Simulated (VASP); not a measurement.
Runs of VASP 6.6.1 on InP. Symmetry: F-43m, No. 216, cubic system. Conventional cell: a = 5.861 Å, b = 5.861 Å, c = 5.861 Å, α = 90.00°, β = 90.00°, γ = 90.00°. In (site symmetry -43m) has 4 P at 2.54 Å as nearest neighbours. P (site symmetry -43m) has 4 In at 2.54 Å as nearest neighbours. 

| task | level | spin | cell | k mesh | cutoff (eV) | smearing | grid for exact exchange (PRECFOCK) | exchange at q = 0 | mesh quality | gap on the mesh (eV) | pressure (GPa) |
| --- | --- | --- | --- | --- | --- | --- | --- | --- | --- | --- | --- |
| band structure | PBE0 | off | as given | 4 × 4 × 4 | 520 | fermi-dirac 0.05 eV | Fast | truncated | coarse | 2.22 | 1.2 |
| single point | PBE | off | as given | 8 × 8 × 8 | 520 | gaussian 0.014 eV | - | - | not flagged | (a) | 3.3 |
| single point | PBE0 | SOC, no magnetisation | as given | 4 × 4 × 4 | 520 | fermi-dirac 0.05 eV | Fast | truncated | coarse | - | 1.1 |
| relaxation of cell and atoms | PBE0 | off | relaxed | 4 × 4 × 4 | 600 | fermi-dirac 0.05 eV | Fast | default | coarse | (b) | 0.0 |

Alike in all rows: potentials or basis VASP PAW PBE potentials, release 64 (In_d, P).

Problem. Estimate the missing entries.

Solution. (a) 0.71; (b) 2.14.

Caveats: some runs use coarse meshes; the PAW data sets were made with another functional, which shifts forces and pressure a little (some runs); spin-orbit coupling is left out, which moves the levels of the heavy elements (some runs).

A k mesh can miss the band edges, and rows without SOC leave out spin-orbit coupling on In.
